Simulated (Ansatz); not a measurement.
# SnSe2: short molecular dynamics of a 3-atom cell

Aim: follow the atoms of SnSe2 (3R-MoS2 type) in time, from their lattice sites. Runs: PBE, 30 steps of 3 fs under a Langevin thermostat at 450 K; r2SCAN, 30 steps of 2 fs under a Nosé-Hoover thermostat at 1000 K. The cell is a 1×1×1 supercell of the structure relaxed with r2SCAN+rVV10.

Program: Ansatz 0.2.0. Level of theory: DFT, plane waves, PAW, no spin polarisation. These are calculated values, not measurements.

**1. The starting structure**

The cell holds 3 atoms (Se2Sn): a = 6.412 Å, b = 6.412 Å, c = 6.412 Å, α = 34.38°, β = 34.38°, γ = 34.38°.

Structure file:

```xyz
3
Lattice="1.8950 1.0941 6.0269 -1.8950 1.0941 6.0269 0.0000 -2.1882 6.0269" Properties=species:S:1:pos:R:3 pbc="T T T"
Sn    0.0000    0.0000   -0.0041
Se    0.0000    0.0000    7.7363
Se    0.0000    0.0000    4.3217
```

**2. Run 1: PBE**

input.yaml

```yaml
crystal:
  lattice:
    - [1.8950116506, 1.0940854866, 6.0269119705]
    - [-1.8950116506, 1.0940854866, 6.0269119705]
    - [0.0, -2.1881709732, 6.0269119705]
  atoms:
    - { symbol: Sn, position: [-0.0002292479, -0.0002292479, -0.0002292479] }
    - { symbol: Se, position: [0.427874702, 0.427874702, 0.427874702] }
    - { symbol: Se, position: [0.2390212128, 0.2390212128, 0.2390212128] }
kpoints:
  mp_grid: { grid: [4, 4, 4] }
hamiltonian:
  xc: pbe
scf:
  occupations: { method: fermi_dirac, width: 0.039 }
md:
  ensemble: nvt_langevin
  temperature: 450
  timestep: 3.0
  n_steps: 30
  initial_velocities: maxwell_boltzmann
  seed: 6589
```

Launch:

```bash
ansatz run input.yaml --threads 4 --pin off --max-ram 3686MiB --backend cpu --events-out ev --progress --plain --runs-dir out
```

Log:

```text
Warning: md: disabling space-group detection — thermal motion breaks the input geometry's symmetry, so no spatial operation reduces the k-mesh or symmetrises the density; time reversal is kept, so that k and −k are solved as one point where they differ and the mesh holds both, and exact exchange and, on two spinor components, a DFT+U term hold to it where the run has them: on two components no moment then forms, and a state that bears one, which a typed moment (crystal.atoms[].spin; refused beside efield: under a hybrid functional) reaches, can lie lower, under hf by electronvolts; crystal.symmetry.detect: false (a key that needs symmetry detection or time reversal refuses this as the deck is read) with time_reversal: false beside it drops time reversal too
Warning: RAYON_NUM_THREADS=4 ignored (pool sized by the plan → 4); use --threads N
basis.fft_grid_basis auto: the FFT boxes are laid along the combinations [[1, 0, -1], [0, 1, -1], [0, 0, 1]] of the cell's own vectors, 3.790, 3.790 and 6.412 Å long. The dense box has 27×27×45 points. Along the cell's own vectors, as sized, it would have 45×45×45, 2.78 times as many. Of the 6 symmetry operations that the crystal satisfies within crystal.symmetry.tolerance (time reversal apart; of a slab, those that keep its plane) the dense box along the cell's own vectors carries 6, and the one as laid loses 4 of those. basis.fft_grid_basis: typed keeps the cell's own vectors: state it where this run's energies or levels are differenced outside the engine with another run's, or held beside a run that keeps those vectors.
Engine: ansatz 0.2.0, aarch64-unknown-linux-gnu
Pseudopotentials: kind: paw
Pseudopotential: Sn, paw, valence charge 14, recommended cutoff 420 eV (normal), Sn.paw.azcp
Pseudopotential: Se, paw, valence charge 16, recommended cutoff 420 eV (normal), Se.paw.azcp
Functional definition: PBE
  parameter kappa = 0.804
  parameter beta = 0.06672455060314922
  exchange = pbe_x(kappa = kappa, mu = beta*pi^2/3)
  correlation = pbe_c(beta = beta)
Crystal: 3 atoms, lattice volume = 74.974 Å³
Basis set: ecut = 420 eV, 1467 PW (Γ), FFT grids on a1−a3, a2−a3, a3, exchange–correlation on 54×54×90 points (8 copies of the dense FFT grid, shifted against one another)
Bands: 28, of which v1, the nominal top of the filled ones, is band 23 counted from 1 (22 counted from 0)
Symmetry: 1 space group operations
k-points: 36 of 64 (time reversal used)
Non-local potential: Sn, projectors of the file, l = 0: 2, l = 1: 2, l = 2: 2, l = 3: 2
Non-local potential: Se, projectors of the file, l = 0: 2, l = 1: 2, l = 2: 3, l = 3: 1
PAW form: soft (Blöchl's): semilocal exchange-correlation on the pseudo side does not see the compensation charge
PAW one-centre angular grid: Sn, 590 points (default); XC on 64 Gauss nodes
PAW one-centre angular grid: Se, 590 points (default); XC on 64 Gauss nodes
Initial density: superposition of atomic densities (neutral atoms: chi_scale 0, normalization atom), corrected by the library's trained network
Initial wavefunctions: pseudopotential atomic-orbital guess
Functional: x = pbe(κ = 0.804, μ = 0.2195149727645171), c = pbe(β = 0.06672455060314922)
SCF iter   1: F=—  HF=-16962.563121 eV  |F-HF|=—  |Δ(HF+E_count)|=         —  Δρ=3.70e-3  dr2=1.45e-2  ethr=1.77e-3  ⟨swp⟩=6.4  Hψ=4409  notcnv=0
preconditioner: auto → LDOS  [insulator: Δε(μ)=0.136 eV  Ē_g=15.826 eV  σ=0.039 eV  W_gap=0.70  n_scr=22 (ndim 8)  ℏωp=21.9 eV  f_vac=0.025  D(μ)=1.73/eV (n_scr^D=14)  ε∞_Penn≈2.9  β→1.0]
SCF iter   2: F=—  HF=-16962.561148 eV  |F-HF|=—  |Δ(HF+E_count)|=   1.97e-3  Δρ=1.67e-3  dr2=3.81e-3  ethr=3.16e-5  ⟨swp⟩=2.0  Hψ=1754  notcnv=0  defer=7
SCF iter   3: F=—  HF=-16962.560042 eV  |F-HF|=—  |Δ(HF+E_count)|=   1.11e-3  Δρ=2.84e-4  dr2=1.44e-4  ethr=8.29e-6  ⟨swp⟩=2.0  Hψ=2001  notcnv=0  defer=7
SCF iter   4: F=—  HF=-16962.560021 eV  |F-HF|=—  |Δ(HF+E_count)|=   2.00e-5  Δρ=1.29e-4  dr2=2.97e-5  ethr=3.14e-7  ⟨swp⟩=2.0  Hψ=1830  notcnv=0  defer=7
SCF iter   5: F=—  HF=-16962.560022 eV  |F-HF|=—  |Δ(HF+E_count)|=   2.69e-7  Δρ=4.72e-5  dr2=4.47e-6  ethr=6.45e-8  ⟨swp⟩=1.9  Hψ=1094  notcnv=0  defer=7
SCF iter   6: F=—  HF=-16962.560023 eV  |F-HF|=—  |Δ(HF+E_count)|=   1.18e-6  Δρ=1.78e-5  dr2=3.80e-7  ethr=9.73e-9  ⟨swp⟩=2.0  Hψ=1410  notcnv=0  defer=7
SCF iter   7: F=—  HF=-16962.560023 eV  |F-HF|=—  |Δ(HF+E_count)|=   1.09e-7  Δρ=3.80e-6  dr2=1.71e-8  ethr=8.26e-10  ⟨swp⟩=2.0  Hψ=1473  notcnv=0  defer=7
SCF iter   8: F=-16962.560023 eV  HF=-16962.560023 eV  |F-HF|=3.38e-10  |Δ(HF+E_count)|=   2.98e-9  Δρ=7.66e-7  dr2=3.76e-10  ethr=6.52e-12  ⟨swp⟩=5.0  Hψ=3709  notcnv=0
SCF 1 converged in 8 iterations: F = -16962.560023 eV  dr2 = 3.76e-10
md step     0: t =     0.00 fs  T =   300.0 K  F+E_penalty+E_count = -16962.56002281 eV  E_kin = 0.116334 eV  (8 SCF iters)
Initial density: handed on by an earlier stage of this run
Initial wavefunctions: those handed on with the density
iter 1 solved again at ethr=1.05e-6 eV; its pass at ethr=3.10e-3 eV (dr2=4.81e-4 eV) is discarded
SCF iter   1: F=—  HF=-16962.564004 eV  |F-HF|=—  |Δ(HF+E_count)|=         —  Δρ=7.33e-4  dr2=4.49e-4  ethr=1.05e-6  ⟨swp⟩=2.0  Hψ=5485  notcnv=0
preconditioner: auto → LDOS  [insulator: Δε(μ)=0.113 eV  Ē_g=15.834 eV  σ=0.039 eV  W_gap=0.61  n_scr=22 (ndim 8)  ℏωp=21.9 eV  f_vac=0.025  D(μ)=1.67/eV (n_scr^D=8)  ε∞_Penn≈2.9  β→1.0]
SCF iter   2: F=—  HF=-16962.563942 eV  |F-HF|=—  |Δ(HF+E_count)|=   6.17e-5  Δρ=3.48e-4  dr2=1.66e-4  ethr=9.76e-7  ⟨swp⟩=2.0  Hψ=1863  notcnv=0
SCF iter   3: F=—  HF=-16962.563901 eV  |F-HF|=—  |Δ(HF+E_count)|=   4.16e-5  Δρ=8.62e-5  dr2=1.28e-5  ethr=3.60e-7  ⟨swp⟩=2.0  Hψ=1480  notcnv=0
SCF iter   4: F=—  HF=-16962.563902 eV  |F-HF|=—  |Δ(HF+E_count)|=   7.85e-7  Δρ=2.96e-5  dr2=1.92e-6  ethr=2.78e-8  ⟨swp⟩=2.3  Hψ=1420  notcnv=0
SCF iter   5: F=—  HF=-16962.563903 eV  |F-HF|=—  |Δ(HF+E_count)|=   1.80e-6  Δρ=1.19e-5  dr2=2.41e-7  ethr=4.18e-9  ⟨swp⟩=2.0  Hψ=1119  notcnv=0
SCF iter   6: F=—  HF=-16962.563903 eV  |F-HF|=—  |Δ(HF+E_count)|=   6.36e-8  Δρ=3.53e-6  dr2=1.31e-8  ethr=5.23e-10  ⟨swp⟩=3.0  Hψ=1778  notcnv=0
SCF iter   7: F=-16962.563903 eV  HF=-16962.563903 eV  |F-HF|=1.71e-10  |Δ(HF+E_count)|=   2.93e-9  Δρ=7.97e-7  dr2=5.14e-10  ethr=6.52e-12  ⟨swp⟩=5.0  Hψ=3797  notcnv=0
SCF 2 converged in 7 iterations: F = -16962.563903 eV  dr2 = 5.14e-10
md step     1: t =     3.00 fs  T =   336.6 K  F+E_penalty+E_count = -16962.56390337 eV  E_kin = 0.130533 eV  (7 SCF iters)
iter 1 solved again at ethr=1.03e-6 eV; its pass at ethr=3.10e-3 eV (dr2=4.75e-4 eV) is discarded
SCF iter   1: F=—  HF=-16962.566707 eV  |F-HF|=—  |Δ(HF+E_count)|=         —  Δρ=7.12e-4  dr2=4.32e-4  ethr=1.03e-6  ⟨swp⟩=2.0  Hψ=5475  notcnv=0
preconditioner: auto → LDOS  [metal: Δε(μ)=0.086 eV  Ē_g=15.816 eV  σ=0.039 eV  W_gap=0.48  n_scr=22 (ndim 8)  ℏωp=21.9 eV  f_vac=0.024  D(μ)=1.61/eV (n_scr^D=8)  β→1.0]
SCF iter   2: F=—  HF=-16962.566661 eV  |F-HF|=—  |Δ(HF+E_count)|=   4.64e-5  Δρ=3.52e-4  dr2=2.03e-4  ethr=9.39e-7  ⟨swp⟩=2.0  Hψ=1884  notcnv=0
SCF iter   3: F=—  HF=-16962.566611 eV  |F-HF|=—  |Δ(HF+E_count)|=   4.95e-5  Δρ=7.59e-5  dr2=1.09e-5  ethr=4.41e-7  ⟨swp⟩=3.0  Hψ=1845  notcnv=0
SCF iter   4: F=—  HF=-16962.566615 eV  |F-HF|=—  |Δ(HF+E_count)|=   3.34e-6  Δρ=2.55e-5  dr2=1.32e-6  ethr=2.37e-8  ⟨swp⟩=2.0  Hψ=1189  notcnv=0
SCF iter   5: F=—  HF=-16962.566616 eV  |F-HF|=—  |Δ(HF+E_count)|=   1.18e-6  Δρ=9.66e-6  dr2=1.83e-7  ethr=2.87e-9  ⟨swp⟩=1.9  Hψ=1123  notcnv=0
SCF iter   6: F=—  HF=-16962.566616 eV  |F-HF|=—  |Δ(HF+E_count)|=   4.47e-8  Δρ=3.43e-6  dr2=1.27e-8  ethr=3.98e-10  ⟨swp⟩=2.5  Hψ=1400  notcnv=0
SCF iter   7: F=-16962.566616 eV  HF=-16962.566616 eV  |F-HF|=1.16e-10  |Δ(HF+E_count)|=   3.22e-9  Δρ=7.14e-7  dr2=4.14e-10  ethr=6.52e-12  ⟨swp⟩=5.0  Hψ=3708  notcnv=0
SCF 3 converged in 7 iterations: F = -16962.566616 eV  dr2 = 4.14e-10
md step     2: t =     6.00 fs  T =   304.1 K  F+E_penalty+E_count = -16962.56661566 eV  E_kin = 0.117937 eV  (7 SCF iters)
[... from here on, the SCF cycles and remarks between the steps are left out ...]
md step     3: t =     9.00 fs  T =   224.5 K  F+E_penalty+E_count = -16962.56761076 eV  E_kin = 0.087070 eV  (7 SCF iters)
md step     4: t =    12.00 fs  T =   201.9 K  F+E_penalty+E_count = -16962.56733995 eV  E_kin = 0.078307 eV  (7 SCF iters)
md step     5: t =    15.00 fs  T =   245.5 K  F+E_penalty+E_count = -16962.56634427 eV  E_kin = 0.095188 eV  (5 SCF iters)
md step     6: t =    18.00 fs  T =   252.8 K  F+E_penalty+E_count = -16962.56457371 eV  E_kin = 0.098031 eV  (5 SCF iters)
md step     7: t =    21.00 fs  T =   193.7 K  F+E_penalty+E_count = -16962.56220955 eV  E_kin = 0.075119 eV  (4 SCF iters)
md step     8: t =    24.00 fs  T =   168.4 K  F+E_penalty+E_count = -16962.55965151 eV  E_kin = 0.065304 eV  (4 SCF iters)
md step     9: t =    27.00 fs  T =   220.4 K  F+E_penalty+E_count = -16962.55677187 eV  E_kin = 0.085459 eV  (5 SCF iters)
md step    10: t =    30.00 fs  T =   130.3 K  F+E_penalty+E_count = -16962.55369724 eV  E_kin = 0.050536 eV  (7 SCF iters)
md step    11: t =    33.00 fs  T =   103.9 K  F+E_penalty+E_count = -16962.55139609 eV  E_kin = 0.040291 eV  (4 SCF iters)
md step    12: t =    36.00 fs  T =   161.4 K  F+E_penalty+E_count = -16962.54929216 eV  E_kin = 0.062575 eV  (4 SCF iters)
md step    13: t =    39.00 fs  T =   189.7 K  F+E_penalty+E_count = -16962.54675637 eV  E_kin = 0.073545 eV  (5 SCF iters)
md step    14: t =    42.00 fs  T =   160.8 K  F+E_penalty+E_count = -16962.54423678 eV  E_kin = 0.062352 eV  (4 SCF iters)
md step    15: t =    45.00 fs  T =   118.8 K  F+E_penalty+E_count = -16962.54290599 eV  E_kin = 0.046077 eV  (4 SCF iters)
md step    16: t =    48.00 fs  T =   125.2 K  F+E_penalty+E_count = -16962.54239919 eV  E_kin = 0.048541 eV  (5 SCF iters)
md step    17: t =    51.00 fs  T =   146.5 K  F+E_penalty+E_count = -16962.54190159 eV  E_kin = 0.056815 eV  (6 SCF iters)
md step    18: t =    54.00 fs  T =   128.3 K  F+E_penalty+E_count = -16962.54167364 eV  E_kin = 0.049769 eV  (4 SCF iters)
md step    19: t =    57.00 fs  T =   118.5 K  F+E_penalty+E_count = -16962.54153704 eV  E_kin = 0.045968 eV  (4 SCF iters)
md step    20: t =    60.00 fs  T =   187.0 K  F+E_penalty+E_count = -16962.54145346 eV  E_kin = 0.072532 eV  (7 SCF iters)
md step    21: t =    63.00 fs  T =   191.5 K  F+E_penalty+E_count = -16962.54138617 eV  E_kin = 0.074263 eV  (5 SCF iters)
md step    22: t =    66.00 fs  T =   170.6 K  F+E_penalty+E_count = -16962.54202623 eV  E_kin = 0.066161 eV  (6 SCF iters)
md step    23: t =    69.00 fs  T =   215.6 K  F+E_penalty+E_count = -16962.54357785 eV  E_kin = 0.083597 eV  (4 SCF iters)
md step    24: t =    72.00 fs  T =   206.2 K  F+E_penalty+E_count = -16962.54510533 eV  E_kin = 0.079947 eV  (5 SCF iters)
md step    25: t =    75.00 fs  T =   179.4 K  F+E_penalty+E_count = -16962.54619892 eV  E_kin = 0.069579 eV  (4 SCF iters)
md step    26: t =    78.00 fs  T =   180.5 K  F+E_penalty+E_count = -16962.54716812 eV  E_kin = 0.069980 eV  (4 SCF iters)
md step    27: t =    81.00 fs  T =   209.1 K  F+E_penalty+E_count = -16962.54813748 eV  E_kin = 0.081088 eV  (4 SCF iters)
md step    28: t =    84.00 fs  T =   258.6 K  F+E_penalty+E_count = -16962.54860967 eV  E_kin = 0.100269 eV  (4 SCF iters)
md step    29: t =    87.00 fs  T =   277.1 K  F+E_penalty+E_count = -16962.54877996 eV  E_kin = 0.107452 eV  (4 SCF iters)
iter 1 solved again at ethr=1.13e-6 eV; its pass at ethr=3.10e-3 eV (dr2=5.19e-4 eV) is discarded
SCF iter   1: F=—  HF=-16962.548494 eV  |F-HF|=—  |Δ(HF+E_count)|=         —  Δρ=7.84e-4  dr2=4.10e-4  ethr=1.13e-6  ⟨swp⟩=2.2  Hψ=5349  notcnv=0
preconditioner: auto → LDOS  [metal: Δε(μ)=0.067 eV  Ē_g=15.832 eV  σ=0.039 eV  W_gap=0.40  n_scr=22 (ndim 8)  ℏωp=21.9 eV  f_vac=0.024  D(μ)=2.63/eV (n_scr^D=22)  β→1.0]
SCF iter   2: F=—  HF=-16962.548430 eV  |F-HF|=—  |Δ(HF+E_count)|=   6.39e-5  Δρ=3.93e-4  dr2=1.27e-4  ethr=8.92e-7  ⟨swp⟩=2.0  Hψ=1593  notcnv=0
SCF iter   3: F=—  HF=-16962.548382 eV  |F-HF|=—  |Δ(HF+E_count)|=   4.85e-5  Δρ=9.60e-5  dr2=8.29e-6  ethr=2.76e-7  ⟨swp⟩=2.0  Hψ=1479  notcnv=0
SCF iter   4: F=—  HF=-16962.548381 eV  |F-HF|=—  |Δ(HF+E_count)|=   7.97e-7  Δρ=2.00e-5  dr2=4.61e-7  ethr=1.80e-8  ⟨swp⟩=2.0  Hψ=1426  notcnv=0
SCF iter   5: F=—  HF=-16962.548383 eV  |F-HF|=—  |Δ(HF+E_count)|=   2.33e-6  Δρ=6.70e-6  dr2=6.35e-8  ethr=1.00e-9  ⟨swp⟩=2.0  Hψ=1214  notcnv=0
SCF iter   6: F=—  HF=-16962.548383 eV  |F-HF|=—  |Δ(HF+E_count)|=   2.20e-9  Δρ=2.85e-6  dr2=1.57e-8  ethr=1.38e-10  ⟨swp⟩=2.8  Hψ=1603  notcnv=0
SCF iter   7: F=—  HF=-16962.548383 eV  |F-HF|=—  |Δ(HF+E_count)|=   1.65e-9  Δρ=1.48e-6  dr2=4.44e-9  ethr=3.41e-11  ⟨swp⟩=2.7  Hψ=1649  notcnv=0
SCF iter   8: F=-16962.548383 eV  HF=-16962.548383 eV  |F-HF|=4.22e-10  |Δ(HF+E_count)|=   1.06e-9  Δρ=5.82e-7  dr2=5.39e-10  ethr=6.52e-12  ⟨swp⟩=4.4  Hψ=3502  notcnv=0
SCF 31 converged in 8 iterations: F = -16962.548383 eV  dr2 = 5.39e-10
md step    30: t =    90.00 fs  T =   268.2 K  F+E_penalty+E_count = -16962.54838316 eV  E_kin = 0.104016 eV  (8 SCF iters)
SCF converged after 8 iterations
Free energy (F): -16962.548383 eV
Harris-Foulkes:  -16962.548383 eV  (|F-HF|=4.22e-10)
Internal energy: -16962.535674 eV  (E = F + TS)
E sigma→0 (E₀):  -16962.542028 eV
Entropy (-TS):   -0.012710 eV (-4.237 meV/atom)
Fermi energy:    9.174350 eV
--- Per-component energies (eV) ---
  E_band       = -834.423646
  E_kinetic    = 423.946891
  E_local      = -5648.270035  (includes V_loc(G=0)·N_el)
  E_nonlocal   = -1222.385866
  E_hartree    = 2912.951704
  E_xc         = -590.036682
  E_vxc        = -291.386216  (∫ρ·V_xc dr)
  E_paw        = -7961.912198  (= ΣΔE_a)
  E_vpaw       = 77.769036  (= ΣTr[D̂ρ^β])
  E_aug_tail   = -0.001210  (compensation charges beyond the density's cutoff)
  E_ewald      = -4876.828278
  E_smearing   = -0.012710  (= −TS)
  E_closure    = 0.000000  (closes the sum)
  Σ components = -16962.548383   (vs F -16962.548383, Δ=0.00e0)
--- Forces (eV/Å), atoms counted from 1 ---
  atom   1  Sn    -0.01014370     0.07459129     0.22485262
  atom   2  Se     0.00287191    -0.05594742    -0.10244288
  atom   3  Se     0.00727351    -0.01864377    -0.12239719
  max |Σ_I F_I| component: 1.25e-5 eV/Å
--- MD trajectory: 30 steps, t = 0.0 → 90.0 fs ---
  final state: T = 268.2 K   F+E_penalty+E_count = -16962.54838316 eV   E_kin = 0.104016 eV
```

Wall time 67 s (4 threads of Arm Neoverse N1, shared host); peak memory 0.42 GiB.

**3. The trajectory**

The trajectory, every 2 steps (energies from step 0); msd is the mean square displacement from the start, the centre of mass held:

| time (fs) | T (K) | potential energy change (meV/atom) | msd Se (Å²) | msd Sn (Å²) |
| --- | --- | --- | --- | --- |
| 0.0 | 300 | 0.0 | 0.000 | 0.000 |
| 6.0 | 304 | -2.2 | 0.000 | 0.000 |
| 12.0 | 202 | -2.4 | 0.002 | 0.000 |
| 18.0 | 253 | -1.5 | 0.003 | 0.000 |
| 24.0 | 168 | 0.1 | 0.005 | 0.000 |
| 30.0 | 130 | 2.1 | 0.008 | 0.000 |
| 36.0 | 161 | 3.6 | 0.010 | 0.000 |
| 42.0 | 161 | 5.3 | 0.013 | 0.001 |
| 48.0 | 125 | 5.9 | 0.015 | 0.001 |
| 54.0 | 128 | 6.1 | 0.017 | 0.001 |
| 60.0 | 187 | 6.2 | 0.019 | 0.001 |
| 66.0 | 171 | 6.0 | 0.021 | 0.001 |
| 72.0 | 206 | 5.0 | 0.022 | 0.001 |
| 78.0 | 180 | 4.3 | 0.024 | 0.001 |
| 84.0 | 259 | 3.8 | 0.025 | 0.002 |
| 90.0 | 268 | 3.9 | 0.026 | 0.002 |

time (fs), T (K) and a bar:
```
      0.0        300 #########################
      3.0        337 ##############################
      9.0        225 ##############
     12.0        202 ###########
     15.0        245 #################
     21.0        194 ##########
     24.0        168 ######
     27.0        220 ##############
     30.0        130 #
     36.0        161 #####
     39.0        190 #########
     42.0        161 #####
     48.0        125 
     51.0        147 ###
     54.0        128 
     60.0        187 #########
     63.0        192 #########
     66.0        171 ######
     69.0        216 #############
     75.0        179 ########
     78.0        180 ########
     81.0        209 ############
     87.0        277 ######################
     90.0        268 ####################
```

**4. Snapshots as a file**

Positions (Å) and forces (eV/Å):

```xyz
3
Lattice="1.895 1.094 6.027 -1.895 1.094 6.027 0.000 -2.188 6.027" Properties=species:S:1:pos:R:3:forces:R:3 pbc="T T T" time_fs=12.0 T=202 dE=-0.0073
Sn    0.009    0.005    0.001   -0.040   -0.009   -0.135
Se    0.004    0.028    7.756    0.023   -0.014    0.083
Se   -0.006   -0.025    4.283    0.017    0.023    0.052
3
Lattice="1.895 1.094 6.027 -1.895 1.094 6.027 0.000 -2.188 6.027" Properties=species:S:1:pos:R:3:forces:R:3 pbc="T T T" time_fs=24.0 T=168 dE=0.0004
Sn    0.003    0.007    0.005    0.025    0.023   -0.287
Se    0.010    0.063    7.765   -0.016   -0.059   -0.015
Se    0.006   -0.045    4.253   -0.009    0.036    0.302
3
Lattice="1.895 1.094 6.027 -1.895 1.094 6.027 0.000 -2.188 6.027" Properties=species:S:1:pos:R:3:forces:R:3 pbc="T T T" time_fs=33.0 T=104 dE=0.0086
Sn   -0.001    0.006    0.003    0.080    0.044   -0.303
Se    0.019    0.084    7.773   -0.055   -0.090   -0.106
Se    0.017   -0.058    4.238   -0.025    0.046    0.409
3
Lattice="1.895 1.094 6.027 -1.895 1.094 6.027 0.000 -2.188 6.027" Properties=species:S:1:pos:R:3:forces:R:3 pbc="T T T" time_fs=45.0 T=119 dE=0.0171
Sn   -0.005    0.003   -0.013    0.128    0.054   -0.144
Se    0.027    0.111    7.785   -0.091   -0.116   -0.280
Se    0.031   -0.074    4.226   -0.037    0.062    0.424
3
Lattice="1.895 1.094 6.027 -1.895 1.094 6.027 0.000 -2.188 6.027" Properties=species:S:1:pos:R:3:forces:R:3 pbc="T T T" time_fs=57.0 T=119 dE=0.0185
Sn    0.004   -0.008   -0.027    0.112    0.060   -0.001
Se    0.027    0.134    7.784   -0.084   -0.127   -0.343
Se    0.044   -0.091    4.230   -0.027    0.067    0.344
3
Lattice="1.895 1.094 6.027 -1.895 1.094 6.027 0.000 -2.188 6.027" Properties=species:S:1:pos:R:3:forces:R:3 pbc="T T T" time_fs=66.0 T=171 dE=0.0180
Sn    0.014   -0.015   -0.039    0.095    0.052    0.071
Se    0.030    0.151    7.775   -0.078   -0.122   -0.344
Se    0.053   -0.107    4.233   -0.017    0.071    0.272
3
Lattice="1.895 1.094 6.027 -1.895 1.094 6.027 0.000 -2.188 6.027" Properties=species:S:1:pos:R:3:forces:R:3 pbc="T T T" time_fs=78.0 T=180 dE=0.0129
Sn    0.030   -0.034   -0.050    0.077    0.081    0.146
Se    0.040    0.166    7.755   -0.064   -0.105   -0.249
Se    0.064   -0.121    4.251   -0.013    0.024    0.103
3
Lattice="1.895 1.094 6.027 -1.895 1.094 6.027 0.000 -2.188 6.027" Properties=species:S:1:pos:R:3:forces:R:3 pbc="T T T" time_fs=90.0 T=268 dE=0.0116
Sn    0.051   -0.050   -0.063   -0.010    0.075    0.225
Se    0.046    0.175    7.725    0.003   -0.056   -0.102
Se    0.054   -0.139    4.273    0.007   -0.019   -0.122
```

(Part 1 of 2 ends here.)
